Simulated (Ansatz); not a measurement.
# ZrN: the cost of one run

Computed with Ansatz 0.2.0 (DFT PBE, scalar-relativistic, plane waves, PAW, unless a step's input says otherwise).

1 further run of the same task is left out (set aside as unsound or not needed).

**1. The system as given**

It takes space group Fm-3m (No. 225, cubic). The conventional cell has a = 4.596 Å, b = 4.596 Å, c = 4.596 Å, α = 90.00°, β = 90.00°, γ = 90.00°. Zr (site symmetry m-3m) is surrounded by 6 N at 2.30 Å. Around N (site symmetry m-3m) lie 6 Zr at 2.30 Å.

Structure file:

```
Zr N
1.0
     0.00000    2.29785    2.29785
     2.29785    0.00000    2.29785
     2.29785    2.29785    0.00000
Zr N
1 1
Direct
  0.00000 0.00000 0.00000
  0.50000 0.50000 0.50000
```

It is the result of an earlier relaxation at this level (volume 12.13 Å³/atom; gap on the mesh: none (metal)).

**2. Relaxing at 7 GPa**

At a set pressure the run lowers the enthalpy E + PV, so the energy alone may rise along the way.

The input, input.yaml:

```yaml
crystal:
  lattice:
    - [0.0, 2.2978528914, 2.2978528914]
    - [2.2978528914, 0.0, 2.2978528914]
    - [2.2978528914, 2.2978528914, 0.0]
  atoms:
    - { symbol: Zr, position: [0.0, 0.0, 0.0] }
    - { symbol: "N", position: [0.5, 0.5, 0.5] }
basis:
  ecutwfc: 420
kpoints:
  mp_grid: { grid: [16, 16, 16] }
hamiltonian:
  xc: pbe
scf:
  occupations: { method: fermi_dirac, width: 0.15 }
output:
  forces: true
  stress: true
  eigenvalues: true
relax:
  adjacent_minimum: "off"
  f_tol: 0.001
  max_steps: 60
  cell: { stress_tol: 0.02, p_target: 7.0 }
```

The run is started by

```console
$ ansatz run input.yaml --threads 1 --pin off --max-ram 3072MiB --backend cpu --events-out ev --progress --plain --runs-dir out
```

Q: Estimate wall time and peak memory on 1 thread of Intel Xeon at 2.70GHz, shared host.

About 23 s, with a peak of 0.38 GiB.
